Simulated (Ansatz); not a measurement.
# Structure types of Ta at zero pressure (with spin–orbit coupling)

Structure types of Ta are relaxed in primitive cells with their symmetry kept at 0 GPa, first on PAW files, then by LAPW. The enthalpy is E + pV at zero temperature, without zero-point motion. Only the types listed were tried, and differences under about 5 meV/atom are mesh noise.

Level of theory: DFT with PBE, with spin–orbit coupling, in Ansatz 0.2.0; Fermi–Dirac smearing of 0.05 eV, no spin polarisation. LAPW: all electrons, basis error target 0.5 meV/atom; PAW: frozen-core files, cutoff 420 eV.

k meshes: fcc 17×17×17, bcc 17×17×17, hcp 16×16×9.

| start type | ends as | a, b, c (Å) | V (Å³/atom) | H − H(lowest), LAPW (meV/atom) |
| --- | --- | --- | --- | --- |
| fcc | fcc, Fm-3m | 4.221, 4.221, 4.221 | 18.80 | ? |
| bcc | bcc, Im-3m | 3.319, 3.319, 3.319 | 18.28 | 0.0 |
| hcp | hcp, P6_3/mmc | 2.907, 2.907, 5.117 | 18.72 | ? |

Fill in "H − H(lowest), LAPW (meV/atom)" for the row "fcc".

224.3.

Give the missing entry: row "hcp", column "H − H(lowest), LAPW (meV/atom)".

267.6.
